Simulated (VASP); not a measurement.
# PbO (Litharge) (P4/nmm) in VASP: a series of runs

The runs below take PbO (Litharge) through single point, with LDA.

All numbers are computed with VASP 6.6.1; they aren't measurements. Logs are shortened: lines on timing, memory, paths and dates and some standing lists are left out, and cuts for length are marked.

**1. Starting point**

The structure is tetragonal, space group P4/nmm (No. 129). The conventional cell has a = 3.990 Å, b = 3.990 Å, c = 5.010 Å, α = 90.00°, β = 90.00°, γ = 90.00°. Pb (site symmetry 4mm) has 4 O at 2.33 Å as nearest neighbours. O (site symmetry -4m2) has 4 Pb at 2.33 Å as nearest neighbours.

**2. Single point, LDA**

Contents of INCAR:

```
SYSTEM = PbO
PREC = Accurate ; ENCUT = 400
EDIFF = 1E-7 ; ISMEAR = 0
SIGMA = 0.5 ; LREAL = .False.
LASPH = .True. ; NELM = 100
ALGO = Normal ; ISIF = 2
LWAVE = .False. ; LCHARG = .False.
ADDGRID = .False.
```

Contents of KPOINTS:

```
regular mesh
0
Gamma
  4 4 3
  0 0 0
```

Contents of POSCAR:

```
PbO
1.0
    3.9900000000      0.0000000000      0.0000000000
    0.0000000000      3.9900000000      0.0000000000
    0.0000000000      0.0000000000      5.0100000000
Pb O
2 2
Direct
    0.5000000000      0.0000000000      0.7600000000
    0.0000000000      0.5000000000      0.2400000000
    0.5000000000      0.5000000000      0.0000000000
    0.0000000000      0.0000000000      0.0000000000
```

Potentials or basis: VASP PAW LDA potentials, release 64 (Pb_d, O).

Started as:

```sh
$ cat potpaw_LDA.64/Pb_d/POTCAR potpaw_LDA.64/O/POTCAR > POTCAR
$ mpirun -np 1 vasp_std > vasp.out
```

OUTCAR:

```text
SYSTEM = PbO
   PREC = Accurate
   ENCUT = 400
   EDIFF = 1E-7
   ISMEAR = 0
   LREAL = .False.
   LASPH = .True.
   NELM = 100
   ISIF = 2

 Found     12 irreducible k-points:

 Following reciprocal coordinates:
            Coordinates               Weight
  0.000000  0.000000  0.000000      1.000000
  0.250000  0.000000  0.000000      4.000000
  0.500000  0.000000  0.000000      2.000000
  0.250000  0.250000  0.000000      4.000000
  0.500000  0.250000  0.000000      4.000000
  0.500000  0.500000  0.000000      1.000000
   k-points           NKPTS =     12   k-points in BZ     NKDIM =     12   number of bands    NBANDS=     24
   number of dos      NEDOS =    301   number of ions     NIONS =      4
   total plane-waves  NPLWV =  28224
   dimension x,y,z NGX =    28 NGY =   28 NGZ =   36
   dimension x,y,z NGXF=    56 NGYF=   56 NGZF=   72
   ions per type =               2   2
   NGX,Y,Z   is equivalent  to a cutoff of  11.67, 11.67, 11.95 a.u.
   NGXF,Y,Z  is equivalent  to a cutoff of  23.33, 23.33, 23.89 a.u.
 SYSTEM =  PbO
   PREC   = accura    normal or accurate (medium, high low for compatibility)
   ISTART =      0    job   : 0-new  1-cont  2-samecut
   ICHARG =      2    charge: 1-file 2-atom 10-const
   ISPIN  =      1    spin polarized calculation?
   LNONCOLLINEAR =      F non collinear calculations
   LSORBIT =      F    spin-orbit coupling
   LASPH  =      T    aspherical Exc in radial PAW
   ENCUT  =  400.0 eV  29.40 Ry    5.42 a.u.   6.51  6.51  8.17*2*pi/ulx,y,z
   NELM   =    100;   NELMIN=  2; NELMDL= -5     # of ELM steps
   EDIFF  = 0.1E-06   stopping-criterion for ELM
   LREAL  =      F    real-space projection
   EDIFFG = 0.1E-05   stopping-criterion for IOM
   NSW    =      0    number of steps for IOM
   IBRION =     -1    ionic relax: 0-MD 1-quasi-New 2-CG
[... 8 lines left out ...]
   EMIN   =  10.00;   EMAX   =-10.00  energy-range for DOS
   EFERMI =   0.00;   METHOD = LEGACY
   ISMEAR =     0;   SIGMA  =   0.50  broadening in eV -4-tet -1-fermi 0-gaus
   EFERMI_NEDOS =   21; number of points for ismear=-14 and -15
   IALGO  =     38    algorithm
   IMIX   =      4    mixing-type and parameters
     AMIX     =   0.40;   BMIX     =  1.00
     AMIX_MAG =   1.60;   BMIX_MAG =  1.00
  volume/ion in A,a.u.               =      19.94       134.56
  Fermi-wavevector in a.u.,A,eV,Ry     =   1.300670  2.457909 23.017539  1.691741
  Thomas-Fermi vector in A             =   2.431853
   LORBIT       =      0    0 simple, 1 ext, 2 COOP (PROOUT), +10 PAW based schemes
   GGA     = CA    functional components
   LHFCALC =     F    Hartree Fock is set to
   AEXX    =    0.0000 exact exchange contribution
   IVDW    =     0    specifies the selected vdW correction
   LEPSILON=     F    determine dielectric tensor
   LRPA    =     F    only Hartree local field effects (RPA)
 non-spin polarized calculation
 Gauss-broadening in eV      SIGMA  =   0.50
  energy-cutoff  :      400.00
  volume of cell :       79.76
 maximum number of plane-waves:      1465
 NGX is ok and might be reduce to    28
   NGX = 13   NGY = 13   NGZ = 17

 number of electron      40.0000035 magnetization

 Free energy of the ion-electron system (eV)
  ---------------------------------------------------
  ext. energy  EPLUGINS =         0.00000000
  ---------------------------------------------------
  free energy    TOTEN  =       -24.40258177 eV

  energy without entropy =      -24.39430444  energy(sigma->0) =      -24.39844311

 E-fermi :   5.3037     XC(G=0): -10.2902

 val. band max:        4.7334870860   @ k =   0.0000   0.0000   0.0000
 cond. band min:       5.8411574114   @ k =   0.5000   0.5000   0.0000
 fundamental gap:      1.1076703254
 Fermi energy:         5.3037476957

 k-point     1 :       0.0000    0.0000    0.0000
  band No.  band energies     occupation
      1     -13.2665      2.00000
      2     -12.7889      2.00000
      3     -11.1816      2.00000
      4     -11.1816      2.00000
      5     -11.1171      2.00000
      6     -11.1038      2.00000
      7     -11.0218      2.00000
      8     -10.9533      2.00000
      9     -10.9533      2.00000
     10     -10.9501      2.00000
     11     -10.9214      2.00000
     12      -9.4778      2.00000
     13      -2.4323      2.00000
     14      -1.9588      2.00000
     15       0.5305      2.00000
     16       0.5305      2.00000
     17       3.0839      2.00000
     18       3.1588      2.00000
     19       3.1588      2.00000
     20       4.7335      1.89324
     21       7.0926      0.00000
     22      10.1878      0.00000
     23      10.2432      0.00000
     24      10.2432      0.00000

 k-point     2 :       0.2500    0.0000    0.0000
  band No.  band energies     occupation
      1     -13.1526      2.00000
      2     -12.8273      2.00000
      3     -11.1518      2.00000
      4     -11.1494      2.00000
      5     -11.0726      2.00000
      6     -11.0718      2.00000
      7     -11.0378      2.00000
      8     -10.9694      2.00000
      9     -10.9684      2.00000
     10     -10.9467      2.00000
     11     -10.7728      2.00000
     12      -9.6628      2.00000
     13      -2.6222      2.00000
     14      -1.9877      2.00000
     15       0.7727      2.00000
     16       0.8975      2.00000
     17       2.2889      2.00000
     18       2.7492      2.00000
     19       2.8540      2.00000
     20       4.5393      1.96941
     21       8.2221      0.00000
     22       8.2424      0.00000
     23      10.1768      0.00000
     24      10.5624      0.00000

 k-point     3 :       0.5000    0.0000    0.0000
  band No.  band energies     occupation
      1     -12.9582      2.00000
      2     -12.9582      2.00000
      3     -11.0864      2.00000
      4     -11.0864      2.00000
      5     -11.0860      2.00000
      6     -11.0860      2.00000
      7     -10.9845      2.00000
      8     -10.9845      2.00000
      9     -10.9802      2.00000
     10     -10.9802      2.00000
     11     -10.2352      2.00000
     12     -10.2352      2.00000
     13      -2.4620      2.00000
     14      -2.4620      2.00000
     15       1.5850      2.00000
     16       1.5850      2.00000
     17       1.8019      2.00000
     18       1.8019      2.00000
     19       3.0932      2.00000
     20       3.0932      2.00000
     21       8.0639      0.00000
     22       8.0639      0.00000
     23      11.2689      0.00000
     24      11.2692      0.00000

 k-point     4 :       0.2500    0.2500    0.0000
  band No.  band energies     occupation
      1     -13.0751      2.00000
      2     -12.8560      2.00000
      3     -11.1430      2.00000
      4     -11.0896      2.00000
      5     -11.0488      2.00000
      6     -11.0477      2.00000
      7     -11.0387      2.00000
      8     -10.9652      2.00000
      9     -10.9585      2.00000
     10     -10.9376      2.00000
     11     -10.6443      2.00000
     12      -9.7665      2.00000
     13      -2.9573      2.00000
     14      -2.2786      2.00000
     15       0.6488      2.00000
     16       1.8159      2.00000
     17       1.9511      2.00000
     18       2.0771      2.00000
     19       3.5461      2.00000
     20       4.2641      1.99673
     21       7.7350      0.00000
     22       8.0921      0.00000
     23       9.4009      0.00000
     24       9.8130      0.00000

 k-point     5 :       0.5000    0.2500    0.0000
  band No.  band energies     occupation
      1     -12.9465      2.00000
      2     -12.9465      2.00000
      3     -11.0696      2.00000
      4     -11.0696      2.00000
      5     -11.0631      2.00000
      6     -11.0631      2.00000
      7     -10.9641      2.00000
      8     -10.9641      2.00000
      9     -10.9503      2.00000
     10     -10.9503      2.00000
     11     -10.1838      2.00000
     12     -10.1838      2.00000
     13      -2.9697      2.00000
     14      -2.9697      2.00000
     15       1.2856      2.00000
     16       1.2856      2.00000
     17       2.5847      2.00000
     18       2.5847      2.00000
     19       3.3554      2.00000
     20       3.3554      2.00000
     21       7.1891      0.00000
     22       7.1891      0.00000
     23      10.0791      0.00000
     24      10.0791      0.00000

 k-point     6 :       0.5000    0.5000    0.0000
  band No.  band energies     occupation
      1     -12.9406      2.00000
      2     -12.9406      2.00000
      3     -11.0909      2.00000
      4     -11.0909      2.00000
      5     -10.9900      2.00000
      6     -10.9900      2.00000
      7     -10.9386      2.00000
      8     -10.9386      2.00000
      9     -10.9225      2.00000
     10     -10.9225      2.00000
     11     -10.1272      2.00000
     12     -10.1272      2.00000
     13      -3.4727      2.00000
     14      -3.4727      2.00000
     15       1.3697      2.00000
     16       1.3697      2.00000
     17       3.0948      2.00000
     18       3.0948      2.00000
     19       3.7795      1.99998
     20       3.7795      1.99998
     21       5.8412      0.12850
     22       5.8412      0.12850
     23       9.9016      0.00000
     24       9.9016      0.00000

 [... further k-points ...]
[... 5 lines left out ...]
  --------------------------------------------------------------------------------------
  -------------------------------------------------------------------------------------
  Total       -2.9615956     -2.9615956     -2.8653954      0.0000000     -0.0000000      0.0000000
  in kB      -59.4912135    -59.4912135    -57.5587858      0.0000000     -0.0000000      0.0000000
  external PRESSURE =     -58.8470710 kB  Pullay stress =       0.0000000 kB

 VOLUME and BASIS-vectors are now :
 -----------------------------------------------------------------------------
  energy-cutoff  :      400.00
  volume of cell :       79.76
      direct lattice vectors                 reciprocal lattice vectors
     3.990000000  0.000000000  0.000000000     0.250626566  0.000000000  0.000000000
     0.000000000  3.990000000  0.000000000     0.000000000  0.250626566  0.000000000
     0.000000000  0.000000000  5.010000000     0.000000000  0.000000000  0.199600798

 POSITION                                       TOTAL-FORCE (eV/Angst)
 -----------------------------------------------------------------------------------
      1.99500      0.00000      3.80760        -0.000000      0.000000      0.536080
      0.00000      1.99500      1.20240        -0.000000      0.000000     -0.536080
      1.99500      1.99500      0.00000         0.000000     -0.000000      0.000000
      0.00000      0.00000      0.00000        -0.000000      0.000000      0.000000
 -----------------------------------------------------------------------------------
    total drift:                                0.000000      0.000000     -0.000000

  FREE ENERGIE OF THE ION-ELECTRON SYSTEM (eV)
  ---------------------------------------------------
  free  energy   TOTEN  =       -24.4025817705 eV

  energy  without entropy=      -24.3943044418  energy(sigma->0) =      -24.39844311
```

Wall time 14 s (1 thread of Intel Xeon Platinum 8488C (Sapphire Rapids), shared host); peak memory 0.14 GiB.

These settings aren't checked as converged: the numbers below hold their error.

Results:

| Quantity | Value |
| --- | --- |
| Free energy | -24.4026 eV |
| Largest force | 0.536 eV/Å |
| Band gap on the k mesh | 1.11 eV, indirect (least direct gap 2.06 eV) |

Caveat: the cutoff is under 1.25 times the usual one of these potentials, so pressure, stress and relaxed cells hold a basis-set (Pulay) error; spin-orbit coupling is left out, which as a rule narrows the gap of such compounds by several tenths of an eV; an odd mesh through Γ misses points on the zone boundary, where band edges often lie.

**3. Single point, LDA**

INCAR: that of step 2 with these lines changed.

```diff
@@ -3,3 +3,3 @@
 EDIFF = 1E-7 ; ISMEAR = 0
-SIGMA = 0.5 ; LREAL = .False.
+SIGMA = 0.2 ; LREAL = .False.
 LASPH = .True. ; NELM = 100
```

KPOINTS is that of step 2.

POSCAR is that of step 2.

Potentials or basis: VASP PAW LDA potentials, release 64 (Pb_d, O).

Started as:

```sh
$ cat potpaw_LDA.64/Pb_d/POTCAR potpaw_LDA.64/O/POTCAR > POTCAR
$ mpirun -np 1 vasp_std > vasp.out
```

Run time: 14 s. Hardware: 1 thread of Intel Xeon Platinum 8488C (Sapphire Rapids), shared host; peak memory 0.15 GiB.

The run converged, but some of its settings lie outside the range that counts as converged, so its numbers aren't taken as properties of the crystal.

What came out:

```
Free energy            : -24.4010 eV
Largest force          : 0.547 eV/Å
Band gap on the k mesh : 1.10 eV, indirect (least direct gap 2.06 eV)
```

Caveat: the cutoff is under 1.25 times the usual one of these potentials, so pressure, stress and relaxed cells hold a basis-set (Pulay) error; spin-orbit coupling is left out, which as a rule narrows the gap of such compounds by several tenths of an eV; an odd mesh through Γ misses points on the zone boundary, where band edges often lie.
